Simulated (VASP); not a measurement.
Crystal: V.

```
V
1.0
    -1.51435    1.51435    1.51435
     1.51435   -1.51435    1.51435
     1.51435    1.51435   -1.51435
V
1
Direct
  0.00000 0.00000 0.00000
```

```yaml
Program: VASP 6.6.1
Task: relaxation of cell and atoms
Functional: PBEsol
Potentials_or_basis: VASP PAW PBE potentials, release 64 (V_sv)
Cutoff: 600 eV
k_mesh: 10 × 10 × 10
Occupations: fermi-dirac, width 0.05 eV
Spin: collinear spin, ferromagnetic start
Starting_moments: "[2.0] μB"
```

At the start: pressure -11.3 GPa; volume 13.89 Å³/atom.

Question: How do energy, volume and symmetry change on relaxing?

Answer: Over 4 steps the energy falls by 31.7 meV/atom and the volume is 13.03 Å³/atom (-6.2 %); space group Im-3m (No. 229, to 0.05 Å); moment 0.00 μB per cell.

Step by step:
| step | energy change (eV) | largest force (eV/Å) | pressure (GPa) | volume (Å³) |
| --- | --- | --- | --- | --- |
| 1 | 0.0000 | 0.0000 | -11.26 | 13.89 |
| 2 | 0.0234 | 0.0000 | 18.38 | 12.02 |
| 3 | -0.0317 | 0.0000 | -0.28 | 13.05 |
| 4 | -0.0317 | 0.0000 | 0.01 | 13.03 |

Final structure:
```yaml
crystal:
  lattice:
    - [-1.48252, 1.48252, 1.48252]
    - [1.48252, -1.48252, 1.48252]
    - [1.48252, 1.48252, -1.48252]
  atoms:
    - { symbol: V, position: [0.00000, 0.00000, 0.00000] }
```

Caveat: the PAW data sets were made with another functional, which shifts forces and pressure a little.
